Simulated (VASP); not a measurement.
# Ce: self-consistent run

Ce, P6_3/mmc (no. 194), 2 atoms in the cell. PBE; PAW potentials Ce (PBE set).

## Input

INCAR:
```
SYSTEM = Ce
ALGO = Normal ; EDIFF = 1E-6
ENCUT = 520 ; ISIF = 2
ISMEAR = 1 ; ISYM = -1
LASPH = .TRUE. ; LCHARG = .FALSE.
LMAXMIX = 6 ; LNONCOLLINEAR = .TRUE.
LORBIT = 11 ; LREAL = .FALSE.
LWAVE = .FALSE. ; MAGMOM = -0.649 -0.671 -0.109 0.516 0.378 -0.309
NELM = 200 ; PREC = Accurate
SIGMA = 0.1
```

KPOINTS:
```
k-points
0
Gamma
  6 6 4
```

POSCAR:
```
Ce
1.0
    3.6500000000      0.0000000000      0.0000000000
   -1.8250000000      3.1609927238      0.0000000000
    0.0000000000      0.0000000000      5.9600000000
Ce
2
Direct
    0.6666666667      0.3333333333      0.7500000000
    0.3333333333      0.6666666667      0.2500000000
```

Commands:
```
cat potpaw_PBE.64/Ce/POTCAR > POTCAR
mpirun -np 1 vasp_ncl > vasp.out
```

## Result

- Pressure (GPa): -4.69
- Magnetisation (muB): -0.033, -0.378, -0.845
- Gap on the mesh (eV): 0.000
- Fermi level (eV): 6.848

The free energy and the energy extrapolated to zero width differ by 1.4 meV/atom at a width of 0.1 eV, over the usual 1 meV/atom.

VASP 6.6.1 took 999 s on 1 core (Intel Xeon 6975P-C (Granite Rapids)), a shared host.
